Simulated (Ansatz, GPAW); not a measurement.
# Ballistic transport through butadiene-1,4-dithiol between two Al chains, from relaxation to T(E), part 3 of 4

How well does butadiene-1,4-dithiol between two Al chains conduct once its atoms have relaxed, and how much do cheaper levels lose?

GPAW 26.7.0 and Ansatz 0.2.0; Ansatz plane waves; relaxation of the junction with the lead ends held; PAW set soft_1 (the session's first sound run).

So far, transmission at the Fermi level (one spin): step 3 (plane-wave reference (PBE)) 0.0344. Also open channels of the lead at the Fermi level (one spin): step 3 2.

### Step 4. Double-zeta polarised basis

Localised orbitals split the wire into layers that couple to their neighbours alone, which is what the Green's function method needs; double zeta with polarisation is the usual level for numbers.

This step: GPAW LCAO, PAW setups; Landauer transmission from Green's functions with principal layers (ASE), zero bias (GPAW 26.7.0).

File run.py:

```python
import json
import numpy as np
from ase import Atoms
from ase.transport.calculators import TransportCalculator
from gpaw import GPAW, FermiDirac
from gpaw.lcao.tools import get_lcao_hamiltonian
from scipy.linalg import eigh

# The junction with lead layers at both ends, along the third cell vector
device = Atoms(
    ['Al', 'Al', 'Al', 'Al', 'Al', 'Al', 'Al', 'S', 'H', 'C', 'C', 'H', 'H', 'C', 'C', 'H', 'S', 'Al', 'Al', 'Al', 'Al', 'Al', 'Al', 'Al'],
    positions=[
        [5.50713, 4.50000, 1.20000],
        [5.50713, 4.50000, 3.60000],
        [5.50713, 4.50000, 6.00000],
        [5.50713, 4.50000, 8.40000],
        [5.50713, 4.50000, 10.80000],
        [4.13267, 4.52682, 12.97254],
        [5.11566, 4.47889, 15.40219],
        [3.48402, 4.53541, 16.95371],
        [6.19723, 4.51583, 18.37104],
        [4.08483, 4.50185, 18.60213],
        [5.35710, 4.49819, 19.07417],
        [3.25668, 4.48679, 19.31653],
        [7.77822, 4.48635, 20.23501],
        [5.67763, 4.47161, 20.47648],
        [6.94973, 4.46932, 20.94894],
        [4.83742, 4.45193, 21.17945],
        [7.54949, 4.43225, 22.59774],
        [5.91710, 4.51333, 24.14714],
        [6.89024, 4.45427, 26.58015],
        [5.50713, 4.50000, 28.74645],
        [5.50713, 4.50000, 31.14645],
        [5.50713, 4.50000, 33.54645],
        [5.50713, 4.50000, 35.94645],
        [5.50713, 4.50000, 38.34645]],
    cell=[[11.01426, 0.0, 0.0], [0.0, 9.0, 0.0], [0.0, 0.0, 39.54645]],
    pbc=True)

# One principal layer of the lead: the first 4 atoms of the device
lead = Atoms(
    ['Al', 'Al', 'Al', 'Al'],
    positions=[
        [5.50713, 4.50000, 1.20000],
        [5.50713, 4.50000, 3.60000],
        [5.50713, 4.50000, 6.00000],
        [5.50713, 4.50000, 8.40000]],
    cell=[[11.01426, 0.0, 0.0], [0.0, 9.0, 0.0], [0.0, 0.0, 9.6]],
    pbc=True)

settings = dict(mode='lcao', basis='dzp', xc='PBE', h=0.2,
                occupations=FermiDirac(0.1), maxiter=250,
                mixer=dict(beta=0.1, nmaxold=8, weight=100.0),
                convergence=dict(density=0.0001))
energies = np.arange(-2, 2 + 1e-9, 0.025)
eta = 0.0001
n1, n2 = 1, 1
# k and -k transmit alike, so half of the mesh across the current serves
mesh = [(i, j) for i in range(n1) for j in range(n2) if (i, j) <= (-i % n1, -j % n2)]
weights = np.array([1 if (i, j) == (-i % n1, -j % n2) else 2 for i, j in mesh]) / (n1 * n2)

# [... helper functions left out ...]
fermi_lead = ground_state(lead, (1, 1, 12), 'lead.txt')
fermi_device = ground_state(device, (1, 1, 2), 'device.txt')
# [... loop over the mesh left out, but for ...]
        # Shift the lead onto the potential of the device's first layer
        shift = ((H[:, 0, 0] - H0[:, 0, 0]) / S0[0, 0]).real.mean()
# [...]
kT = 8.617333e-5 * 300
bias = [0.1, 0.2, 0.5, 1.0, 1.5, 2.0]
# [... integrals and printing left out ...]
```

On the command line:

```console
$ OMP_NUM_THREADS=1 OPENBLAS_NUM_THREADS=1 python run.py
```

Numbers of over 12 decimals in the logs are rounded to 6 here.

Log:

```text
basis functions: device 280, principal layer 52
Fermi level: lead -3.3196 eV, device -3.1610 eV; lead shifted by 0.0177 eV
largest coupling past the next layer 1.90e-15 eV, largest misfit of the first layer 0.063 eV
  E-E_F (eV)   T (one spin)  channels
    -2.000    2.4423e-04    1.0000
    -1.975    2.6845e-04    1.0000
    -1.950    2.9517e-04    1.0000
    -1.925    3.2463e-04    1.0000
    -1.900    3.5704e-04    1.0000
    -1.875    3.9255e-04    1.0000
    -1.850    4.3118e-04    1.0000
    -1.825    4.7268e-04    1.0000
    -1.800    5.1647e-04    1.0000
    -1.775    5.6135e-04    1.0000
    -1.750    6.0531e-04    1.0000
    -1.725    6.4518e-04    1.0000
    -1.700    6.7648e-04    1.0000
    -1.675    6.9335e-04    1.0000
    -1.650    6.8914e-04    1.0000
    -1.625    6.5776e-04    1.0000
[...]
1.825    3.9751e-01    3.0000
     1.850    4.2519e-01    3.0000
     1.875    4.5473e-01    3.0000
     1.900    4.8601e-01    3.0000
     1.925    5.1881e-01    3.0000
     1.950    5.5286e-01    3.0000
     1.975    5.8778e-01    3.0000
     2.000    6.2314e-01    3.0000
conductance at 300 K: 0.039774 G0 a cell; thermopower -17.3 uV/K
current from the zero-bias T(E) at 0.1 V: 0.30691 uA
current from the zero-bias T(E) at 0.2 V: 0.60684 uA
current from the zero-bias T(E) at 0.5 V: 1.4489 uA
current from the zero-bias T(E) at 1.0 V: 3.0806 uA
current from the zero-bias T(E) at 1.5 V: 5.442 uA
current from the zero-bias T(E) at 2.0 V: 8.0912 uA
```

Run time: 2.5 min. Hardware: 1 thread of Intel Xeon Platinum 8559C (Emerald Rapids), shared host; peak memory 1.5 GiB.

This step gave:

```
conductance                                    : 0.03977 G₀
thermopower                                    : -17.30 μV/K
largest coupling past the next principal layer : 1.90e-15 eV
largest misfit of the first principal layer    : 0.06291 eV
shift that aligns the lead                     : 0.01766 eV
basis functions of the junction                : 280
basis functions of a principal layer           : 52
transmission at the Fermi level (one spin)     : 0.04026
```

One spin. The transmission, zone mean by energy, zero at the Fermi level:

| energy (eV) | transmission, zone mean |
| --- | --- |
| -2.000 | 2.4e-4 |
| -1.900 | 3.6e-4 |
| -1.800 | 5.2e-4 |
| -1.700 | 6.8e-4 |
| -1.600 | 6.0e-4 |
| -1.500 | 1.8e-4 |
| -1.400 | 3.1e-6 |
| -1.300 | 2.4e-6 |
| -1.200 | 0 |
| -1.100 | 0 |
| -1.000 | 0 |
| -0.900 | 0 |
| -0.800 | 2.6e-12 |
| -0.700 | 5.7e-11 |
| -0.600 | 1.7e-9 |
| -0.500 | 4.3e-12 |
| -0.400 | 1.2e-10 |
| -0.300 | 0.00445 |
| -0.200 | 0.0139 |
| -0.100 | 0.0287 |
| 0.000 | 0.0403 |
| 0.100 | 0.0477 |
| 0.200 | 0.0561 |
| 0.300 | 0.0685 |
| 0.400 | 0.0855 |
| 0.500 | 0.104 |
| 0.600 | 0.121 |
| 0.700 | 0.132 |
| 0.800 | 0.136 |
| 0.900 | 0.138 |
| 1.000 | 0.138 |
| 1.100 | 0.140 |
| 1.200 | 0.145 |
| 1.300 | 0.154 |
| 1.400 | 0.169 |
| 1.500 | 0.193 |
| 1.600 | 0.231 |
| 1.700 | 0.288 |
| 1.800 | 0.372 |
| 1.900 | 0.486 |
| 2.000 | 0.623 |

Crossings of the lead's bands, unfolded to its shortest repeat. Table of open channels, zone mean by energy, zero at the Fermi level:

| energy (eV) | open channels, zone mean |
| --- | --- |
| -2.000 | 1 |
| -1.900 | 1 |
| -1.800 | 1 |
| -1.700 | 1 |
| -1.600 | 1 |
| -1.500 | 1 |
| -1.400 | 1 |
| -1.300 | 1 |
| -1.200 | 0 |
| -1.100 | 0 |
| -1.000 | 0 |
| -0.900 | 0 |
| -0.800 | 0 |
| -0.700 | 0 |
| -0.600 | 0 |
| -0.500 | 0 |
| -0.400 | 0 |
| -0.300 | 2 |
| -0.200 | 2 |
| -0.100 | 2 |
| 0.000 | 2 |
| 0.100 | 2 |
| 0.200 | 2 |
| 0.300 | 2 |
| 0.400 | 2 |
| 0.500 | 2 |
| 0.600 | 2 |
| 0.700 | 2 |
| 0.800 | 2 |
| 0.900 | 2 |
| 1.000 | 3 |
| 1.100 | 3 |
| 1.200 | 3 |
| 1.300 | 3 |
| 1.400 | 3 |
| 1.500 | 3 |
| 1.600 | 3 |
| 1.700 | 3 |
| 1.800 | 3 |
| 1.900 | 3 |
| 2.000 | 3 |

Not self-consistent under bias; the bias window is split evenly. Current through one cell, from the zero-bias transmission against bias:

| bias (V) | current through one cell, from the zero-bias transmission (μA) |
| --- | --- |
| 0.100 | 0.307 |
| 0.200 | 0.607 |
| 0.500 | 1.45 |
| 1.000 | 3.08 |
| 1.500 | 5.44 |
| 2.000 | 8.09 |

Table of transmission of the three most open eigenchannels by energy, zero at the Fermi level:

| energy (eV) | channel 1 | channel 2 | channel 3 |
| --- | --- | --- | --- |
| -2.000 | 2.4e-4 | 0 | 0 |
| -1.900 | 3.6e-4 | 0 | 0 |
| -1.800 | 5.2e-4 | 0 | 0 |
| -1.700 | 6.8e-4 | 0 | 0 |
| -1.600 | 6.0e-4 | 0 | 0 |
| -1.500 | 1.8e-4 | 0 | 0 |
| -1.400 | 3.1e-6 | 0 | 0 |
| -1.300 | 2.4e-6 | 0 | 0 |
| -1.200 | 0 | 0 | 0 |
| -1.100 | 0 | 0 | 0 |
| -1.000 | 0 | 0 | 0 |
| -0.900 | 0 | 0 | 0 |
| -0.800 | 2.6e-12 | 0 | 0 |
| -0.700 | 5.7e-11 | 0 | 0 |
| -0.600 | 1.7e-9 | 0 | 0 |
| -0.500 | 4.3e-12 | 0 | 0 |
| -0.400 | 9.0e-11 | 3.1e-11 | 0 |
| -0.300 | 0.00408 | 3.7e-4 | 0 |
| -0.200 | 0.0130 | 8.9e-4 | 0 |
| -0.100 | 0.0268 | 0.00190 | 0 |
| 0.000 | 0.0368 | 0.00343 | 0 |
| 0.100 | 0.0427 | 0.00503 | 0 |
| 0.200 | 0.0498 | 0.00634 | 0 |
| 0.300 | 0.0611 | 0.00745 | 0 |
| 0.400 | 0.0769 | 0.00855 | 0 |
| 0.500 | 0.0947 | 0.00967 | 0 |
| 0.600 | 0.110 | 0.0107 | 0 |
| 0.700 | 0.120 | 0.0113 | 0 |
| 0.800 | 0.125 | 0.0115 | 0 |
| 0.900 | 0.126 | 0.0112 | 0 |
| 1.000 | 0.127 | 0.0104 | 2.3e-8 |
| 1.100 | 0.130 | 0.00992 | 4.3e-8 |
| 1.200 | 0.135 | 0.00944 | 3.9e-8 |
| 1.300 | 0.145 | 0.00865 | 1.6e-8 |
| 1.400 | 0.161 | 0.00745 | 8.5e-12 |
| 1.500 | 0.187 | 0.00595 | 5.0e-8 |
| 1.600 | 0.226 | 0.00443 | 2.8e-7 |
| 1.700 | 0.285 | 0.00316 | 8.9e-7 |
| 1.800 | 0.370 | 0.00222 | 2.1e-6 |
| 1.900 | 0.484 | 0.00159 | 4.2e-6 |
| 2.000 | 0.622 | 0.00119 | 7.4e-6 |

At the Fermi level T is 0.0403 against 0.0344 in plane waves. Couplings past the next layer reach 1.9e-15 eV, small enough to drop; the matrix elements of the cell's first layer differ from the bulk lead's by up to 0.063 eV. That layer keeps its own values in the calculation, and only beyond it is the lead taken as perfect. The Fermi levels of lead and junction count from different zeros of potential, one for each periodic cell; with both set to zero, the small remaining shift is what aligns them. By hand: G = 0.03977 × 77.48 μS = 3.08 μS, a resistance of 324 kΩ; at 0.1 V a linear junction would pass 0.308 μA, and the integral over the bias window gives 0.307 μA. Mott's formula, S = -(π²/3)(k_B²T/e) d ln T/dE, has the prefactor 7.33 μV/K·eV at 300 K; T = 0.03793 at -0.025 eV and 0.04232 at 0.025 eV give a slope of 2.19 per eV and S = -16.1 μV/K, beside -17.3 μV/K from the thermal integral, which interpolates the same grid.

### Step 5. GPAW, szp: basis = "szp(dzp)"

One radial function a shell plus polarisation makes the matrices smaller; the question is what that costs.

Edit run.py of step 4 so:

```diff
@@ -50,3 +50,3 @@
 
-settings = dict(mode='lcao', basis='dzp', xc='PBE', h=0.2,
+settings = dict(mode='lcao', basis='szp(dzp)', xc='PBE', h=0.2,
                 occupations=FermiDirac(0.1), maxiter=250,
```

Log:

```text
basis functions: device 196, principal layer 36
Fermi level: lead -3.7965 eV, device -3.6041 eV; lead shifted by 0.0244 eV
largest coupling past the next layer 1.49e-15 eV, largest misfit of the first layer 0.070 eV
  E-E_F (eV)   T (one spin)  channels
    -2.000    3.0484e-04    1.0000
    -1.975    3.3877e-04    1.0000
    -1.950    3.7561e-04    1.0000
[...]
1.975    9.1884e-01    3.0000
     2.000    8.9781e-01    3.0000
conductance at 300 K: 0.036427 G0 a cell; thermopower -21.71 uV/K
current from the zero-bias T(E) at 0.1 V: 0.28114 uA
current from the zero-bias T(E) at 0.2 V: 0.55657 uA
current from the zero-bias T(E) at 0.5 V: 1.3711 uA
current from the zero-bias T(E) at 1.0 V: 3.3927 uA
current from the zero-bias T(E) at 1.5 V: 6.8073 uA
current from the zero-bias T(E) at 2.0 V: 11.151 uA
```

Elapsed: 2.1 min, on 1 thread; peak memory 1.5 GiB.

Numbers from this step:

- conductance: 0.03643 G₀
- thermopower: -21.71 μV/K
- largest coupling past the next principal layer: 1.49e-15 eV
- largest misfit of the first principal layer: 0.07046 eV
- shift that aligns the lead: 0.02443 eV
- basis functions of the junction: 196
- basis functions of a principal layer: 36
- transmission at the Fermi level (one spin): 0.03688

The conductance, 0.0364 G₀, lies 8.4 % below that of the dzp run.

### Step 6. Minimal basis

The minimal basis is the cheapest rung: no second zeta and no polarisation.

Edit run.py of step 5 so:

```diff
@@ -50,3 +50,3 @@
 
-settings = dict(mode='lcao', basis='szp(dzp)', xc='PBE', h=0.2,
+settings = dict(mode='lcao', basis='sz(dzp)', xc='PBE', h=0.2,
                 occupations=FermiDirac(0.1), maxiter=250,
```

Log:

```text
basis functions: device 84, principal layer 16
Fermi level: lead -4.0540 eV, device -3.8207 eV; lead shifted by 0.0317 eV
largest coupling past the next layer 1.12e-15 eV, largest misfit of the first layer 0.089 eV
  E-E_F (eV)   T (one spin)  channels
    -2.000    6.2113e-04    1.0000
    -1.975    7.3502e-04    1.0000
    -1.950    8.7468e-04    1.0000
[...]
1.975    9.7935e-01    3.0000
     2.000    9.6374e-01    3.0000
conductance at 300 K: 0.039184 G0 a cell; thermopower -20.01 uV/K
current from the zero-bias T(E) at 0.1 V: 0.30238 uA
current from the zero-bias T(E) at 0.2 V: 0.59829 uA
current from the zero-bias T(E) at 0.5 V: 1.4607 uA
current from the zero-bias T(E) at 1.0 V: 3.5292 uA
current from the zero-bias T(E) at 1.5 V: 7.0624 uA
current from the zero-bias T(E) at 2.0 V: 11.491 uA
```

Elapsed: 79 s, on 1 thread; peak memory 1.4 GiB.

Numbers from this step:

```yaml
conductance: 0.03918 G₀
thermopower: -20.01 μV/K
largest_coupling_past_the_next_principal_layer: 1.12e-15 eV
largest_misfit_of_the_first_principal_layer: 0.08926 eV
shift_that_aligns_the_lead: 0.03169 eV
basis_functions_of_the_junction: 84
basis_functions_of_a_principal_layer: 16
transmission_at_the_fermi_level_one_spin: 0.03968
```

One spin. Transmission, zone mean against energy, zero at the Fermi level:

energy (eV), transmission, zone mean and a bar:
```
   -2.000       0.00 
   -1.800       0.00 
   -1.600       0.00 
   -1.400       0.00 
   -1.200       0.00 
   -1.000       0.00 
   -0.800       0.00 
   -0.600       0.00 
   -0.400       0.00 
   -0.200       0.01 
    0.000       0.04 #
    0.200       0.06 ##
    0.400       0.11 ###
    0.600       0.18 #####
    0.800       0.22 #######
    1.000       0.25 #######
    1.200       0.30 #########
    1.400       0.42 #############
    1.600       0.65 ####################
    1.800       0.95 ############################
    1.900       1.00 ##############################
    2.000       0.96 #############################
```

The conductance, 0.0392 G₀, lies 1.5 % below that of the dzp run.

### Step 7. RPBE in the dzp basis: xc = "RPBE"

Back in the dzp basis, the functional changes from PBE to RPBE, to set the spread between functionals beside that between bases.

Edit run.py of step 6 so:

```diff
@@ -50,3 +50,3 @@
 
-settings = dict(mode='lcao', basis='sz(dzp)', xc='PBE', h=0.2,
+settings = dict(mode='lcao', basis='dzp', xc='RPBE', h=0.2,
                 occupations=FermiDirac(0.1), maxiter=250,
```

Log:

```text
basis functions: device 280, principal layer 52
Fermi level: lead -3.2645 eV, device -3.1028 eV; lead shifted by 0.0162 eV
largest coupling past the next layer 1.40e-15 eV, largest misfit of the first layer 0.061 eV
  E-E_F (eV)   T (one spin)  channels
    -2.000    2.0831e-04    1.0000
    -1.975    2.2876e-04    1.0000
    -1.950    2.5115e-04    1.0000
[...]
1.975    5.4222e-01    3.0000
     2.000    5.7630e-01    3.0000
conductance at 300 K: 0.037267 G0 a cell; thermopower -17.09 uV/K
current from the zero-bias T(E) at 0.1 V: 0.28768 uA
current from the zero-bias T(E) at 0.2 V: 0.56943 uA
current from the zero-bias T(E) at 0.5 V: 1.3663 uA
current from the zero-bias T(E) at 1.0 V: 2.9328 uA
current from the zero-bias T(E) at 1.5 V: 5.2319 uA
current from the zero-bias T(E) at 2.0 V: 7.8078 uA
```

Wall time 2.5 min (1 thread); peak memory 1.5 GiB.

This step gave:

- conductance: 0.03727 G₀
- thermopower: -17.09 μV/K
- largest coupling past the next principal layer: 1.40e-15 eV
- largest misfit of the first principal layer: 0.06107 eV
- shift that aligns the lead: 0.01616 eV
- basis functions of the junction: 280
- basis functions of a principal layer: 52
- transmission at the Fermi level (one spin): 0.03768

One spin. Table of transmission, zone mean by energy, zero at the Fermi level:

| energy (eV) | transmission, zone mean |
| --- | --- |
| -2.000 | 2.1e-4 |
| -1.800 | 4.3e-4 |
| -1.600 | 4.5e-4 |
| -1.400 | 1.9e-7 |
| -1.200 | 0 |
| -1.000 | 0 |
| -0.800 | 2.0e-12 |
| -0.600 | 2.9e-9 |
| -0.400 | 1.3e-10 |
| -0.200 | 0.0134 |
| 0.000 | 0.0377 |
| 0.200 | 0.0530 |
| 0.400 | 0.0821 |
| 0.600 | 0.118 |
| 0.800 | 0.133 |
| 1.000 | 0.133 |
| 1.200 | 0.138 |
| 1.400 | 0.159 |
| 1.600 | 0.214 |
| 1.800 | 0.341 |
| 2.000 | 0.576 |

The conductance, 0.0373 G₀, lies 6.3 % below that of the dzp run.

### Step 8. The structure as built: geometry = "as built"

The dzp basis with PBE on the structure as first built shows what the relaxation was worth.

Edit run.py of step 7 so:

```diff
@@ -17,16 +17,16 @@
         [5.50713, 4.50000, 10.80000],
-        [4.13267, 4.52682, 12.97254],
-        [5.11566, 4.47889, 15.40219],
-        [3.48402, 4.53541, 16.95371],
-        [6.19723, 4.51583, 18.37104],
-        [4.08483, 4.50185, 18.60213],
-        [5.35710, 4.49819, 19.07417],
-        [3.25668, 4.48679, 19.31653],
-        [7.77822, 4.48635, 20.23501],
-        [5.67763, 4.47161, 20.47648],
-        [6.94973, 4.46932, 20.94894],
-        [4.83742, 4.45193, 21.17945],
-        [7.54949, 4.43225, 22.59774],
-        [5.91710, 4.51333, 24.14714],
-        [6.89024, 4.45427, 26.58015],
+        [5.50713, 4.50000, 13.20000],
+        [5.50713, 4.50000, 15.60000],
+        [3.73453, 4.49999, 16.90303],
+        [6.20021, 4.50000, 18.38026],
+        [4.10003, 4.49999, 18.59360],
+        [5.35476, 4.50000, 19.06521],
+        [3.25000, 4.49999, 19.27018],
+        [7.76426, 4.49999, 20.27627],
+        [5.65950, 4.50000, 20.48124],
+        [6.91423, 4.49999, 20.95285],
+        [4.81405, 4.50000, 21.16619],
+        [7.27974, 4.49999, 22.64342],
+        [5.50713, 4.50000, 23.94645],
+        [5.50713, 4.50000, 26.34645],
         [5.50713, 4.50000, 28.74645],
@@ -50,3 +50,3 @@
 
-settings = dict(mode='lcao', basis='dzp', xc='RPBE', h=0.2,
+settings = dict(mode='lcao', basis='dzp', xc='PBE', h=0.2,
                 occupations=FermiDirac(0.1), maxiter=250,
```

Log:

```text
basis functions: device 280, principal layer 52
Fermi level: lead -3.3196 eV, device -3.1817 eV; lead shifted by 0.0009 eV
largest coupling past the next layer 1.42e-15 eV, largest misfit of the first layer 0.012 eV
  E-E_F (eV)   T (one spin)  channels
    -2.000    1.5738e-04    1.0000
    -1.975    1.4061e-04    1.0000
    -1.950    1.2612e-04    1.0000
[...]
1.975    5.7845e-01    3.0000
     2.000    6.0876e-01    3.0000
conductance at 300 K: 0.2574 G0 a cell; thermopower 11.12 uV/K
current from the zero-bias T(E) at 0.1 V: 1.9844 uA
current from the zero-bias T(E) at 0.2 V: 3.9069 uA
current from the zero-bias T(E) at 0.5 V: 8.5994 uA
current from the zero-bias T(E) at 1.0 V: 11.91 uA
current from the zero-bias T(E) at 1.5 V: 13.968 uA
current from the zero-bias T(E) at 2.0 V: 16.253 uA
```

The job ended after 1.8 min (1 thread; peak memory 1.5 GiB).

Numbers from this step:

| Property | Result |
| --- | --- |
| conductance | 0.2574 G₀ |
| thermopower | 11.12 μV/K |
| largest coupling past the next principal layer | 1.42e-15 eV |
| largest misfit of the first principal layer | 0.01206 eV |
| shift that aligns the lead | 8.96e-4 eV |
| transmission at the Fermi level (one spin) | 0.2608 |

The conductance, 0.257 G₀, lies a factor of 6.5 above that of the dzp run.

### Step 9. Cost and result by level

Times are wall times on the hardware named with each run. Results by setting:

| no. | run | conductance (G₀) | time | memory (GiB) |
| --- | --- | --- | --- | --- |
| 1 | pw PBE | 0.03409 | 90 s | 3.5 |
| 2 | dzp | 0.03977 | 2.5 min | 1.5 |
| 3 | szp | 0.03643 | 2.1 min | 1.5 |
| 4 | sz | 0.03918 | 79 s | 1.4 |
| 5 | dzp RPBE | 0.03727 | 2.5 min | 1.5 |
| 6 | asbuilt | 0.2574 | 1.8 min | 1.5 |

(Continued in part 4 of 4.)

[Logs are printed without paths, hosts, clocks, repeated set-up lines and the standing remarks that a program may print on its own settings, such as how far it seeks lower states.]

[Hosts, paths, dates, database ids (printed as entryN), source tags and the programs' standing remarks are cut or masked in the printed files.]
